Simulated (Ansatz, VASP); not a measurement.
## HgTe: VASP beside Ansatz

INCAR

```
SYSTEM = HgTe
PREC = Accurate
ENCUT = 520
EDIFF = 1E-7
ISMEAR = 0
SIGMA = 0.15
LREAL = .False.
LASPH = .True.
NELM = 60
ALGO = Normal
ISIF = 2
LWAVE = .False.
LCHARG = .False.
GGA = CA
NBANDS = 16
```

File KPOINTS:

```
regular mesh
0
Gamma
  14 14 14
  0 0 0
```

The input POSCAR:

```
HgTe
1.0
    0.0000000000      3.2235000000      3.2235000000
    3.2235000000      0.0000000000      3.2235000000
    3.2235000000      3.2235000000      0.0000000000
Hg Te
1 1
Direct
    0.0000000000      0.0000000000      0.0000000000
    0.7500000000      0.7500000000      0.7500000000
```

Input for Ansatz:

```yaml
crystal:
  lattice:
    - [0.0, 3.2235, 3.2235]
    - [3.2235, 0.0, 3.2235]
    - [3.2235, 3.2235, 0.0]
  atoms:
    - { symbol: Hg, position: [0.0, 0.0, 0.0] }
    - { symbol: Te, position: [0.75, 0.75, 0.75] }
basis:
  ecutwfc: 420
kpoints:
  mp_grid: { grid: [14, 14, 14] }
hamiltonian:
  xc: lda
scf:
  occupations: { method: gaussian, width: 0.15 }
output:
  forces: true
  stress: true
  eigenvalues: true
```

Alike in both runs: task single point; functional LDA; k mesh 14 × 14 × 14; occupations gaussian, width 0.15 eV; no spin polarisation.

|  | VASP | Ansatz |
| --- | --- | --- |
| version | VASP 6.6.1 | Ansatz 0.2.0 |
| potentials or method | VASP PAW LDA potentials, release 64 (Hg, Te) | scalar-relativistic, plane waves, PAW |
| plane-wave cutoff (eV) | 520 | 420 |
| valence electrons in the cell | 18 | 36 |

```tsv
	VASP	Ansatz	Ansatz less VASP
gap on the k mesh at the Fermi level (eV)	none	none	-
pressure (GPa)	0.0	-0.3	-0.26
```

A gap of «none» marks a metal or a gap that the smearing closes. The two sets of potentials don't hold the same shells in valence.

Spin-orbit coupling is left out, which matters for the levels of Hg, Te.
